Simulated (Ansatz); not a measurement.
**Trial inputs on I**

The reference input for Ansatz (plane-wave DFT with PAW):

```yaml
crystal:
  lattice:
    - [0.0, 2.3656004428, 3.9098401324]
    - [2.1922454667, 0.0, 3.9098401324]
    - [2.1922454667, 2.3656004428, 0.0]
  atoms:
    - { symbol: I, position: [0.0, 0.0, 0.0] }
basis:
  ecutwfc: 420
kpoints:
  mp_grid: { grid: [6, 6, 6] }
hamiltonian:
  xc: pbe
scf:
  occupations: { method: gaussian, width: 0.1 }
output:
  forces: true
  stress: true
  eigenvalues: true
```

Command:

```bash
ansatz run input.yaml --threads 1 --pin off --max-ram 1331MiB --backend cpu --events-out ev --progress --plain --runs-dir out
```

The run converges in 6 SCF iterations on 46 irreducible k-points: pressure 0.62 GPa, no gap.

The inputs are trials, many of them unsound on purpose. Their numbers show the effect of the settings and aren't properties of the material. Each trial's input is given as a difference from the reference's; energies are extrapolated to zero smearing where there is one, and pressure is positive in compression. Charged cells sit in a uniform background, and their pressures hang on that convention.

Trial 1:

```diff
+total_charge: 0.5
 kpoints:
-  mp_grid: { grid: [6, 6, 6] }
+  mp_grid: { grid: [1, 6, 3] }
```

The run converges in 8 SCF iterations on 10 irreducible k-points: pressure -1.41 GPa (with the neutralising background of the charged cell), no gap. It warns that the mesh lowers the symmetry.

Trial 2:

```diff
 basis:
+  precision: f64
 kpoints:
-  mp_grid: { grid: [6, 6, 6] }
+  mp_grid: { grid: [7, 4, 5] }
```

The run converges in 6 SCF iterations on 71 irreducible k-points: energy 115 meV per atom below the reference, pressure 0.25 GPa, no gap. It warns that the mesh lowers the symmetry.

Trial 3:

```diff
 kpoints:
-  mp_grid: { grid: [6, 6, 6] }
+  mp_grid: { kspacing: 0.5 }
+  band_path: { path: [VBM, CBM], npoints: 5 }
 hamiltonian:
-  xc: pbe
+  xc: pw92
 scf:
-  occupations: { method: gaussian, width: 0.1 }
+  occupations: { method: tetrahedron_uncorrected }
```

The run converges in 7 SCF iterations on 27 irreducible k-points: pressure -0.58 GPa, no gap. It warns that the printed bands weren't solved further after the SCF.

Trial 4 (volume scaled):

```diff
 crystal:
   lattice:
-    - [0.0, 2.3656004428, 3.9098401324]
-    - [2.1922454667, 0.0, 3.9098401324]
-    - [2.1922454667, 2.3656004428, 0.0]
+    - [0.0, 2.2643380122, 3.7424746264]
+    - [2.0984037086, 0.0, 3.7424746264]
+    - [2.0984037086, 2.2643380122, 0.0]
+  symmetry: { detect: true }
 kpoints:
-  mp_grid: { grid: [6, 6, 6] }
+  mp_grid: { grid: [2, 2, 2], shift: [0.5, 0.5, 0] }
 hamiltonian:
-  xc: pbe
+  xc: lda
 scf:
+  max_iter: 80
+  convergence: { dr2_threshold: "1e-4 eV" }
```

The run converges in 6 SCF iterations on 3 irreducible k-points: pressure 7.70 GPa, no gap. It warns that the SCF threshold is loose for the forces; that the SCF threshold is loose for the stress.

Trial 5:

```diff
 scf:
-  occupations: { method: gaussian, width: 0.1 }
+  occupations: { method: gaussian }
```

The run converges in 6 SCF iterations on 46 irreducible k-points: the reference's energy to 0.01 meV per atom, pressure 0.62 GPa, no gap.

Trial 6:

```diff
 basis:
-  ecutwfc: 420
+  ecutwfc: 310
+  ecutrho_ratio: 3
 kpoints:
-  mp_grid: { grid: [6, 6, 6] }
+  mp_grid: { grid: [3, 1, 4] }
 hamiltonian:
-  xc: pbe
+  xc: r2scan
 scf:
+  lower_state_search: "off"
+  convergence: { dr2_threshold: "1e-8 eV" }
```

The run converges in 6 SCF iterations on 7 irreducible k-points: pressure 4.23 GPa, no gap. It warns that the cutoff lies under the recommended one, 500 eV for these potentials; that the SCF threshold is loose for the stress; that the mesh lowers the symmetry.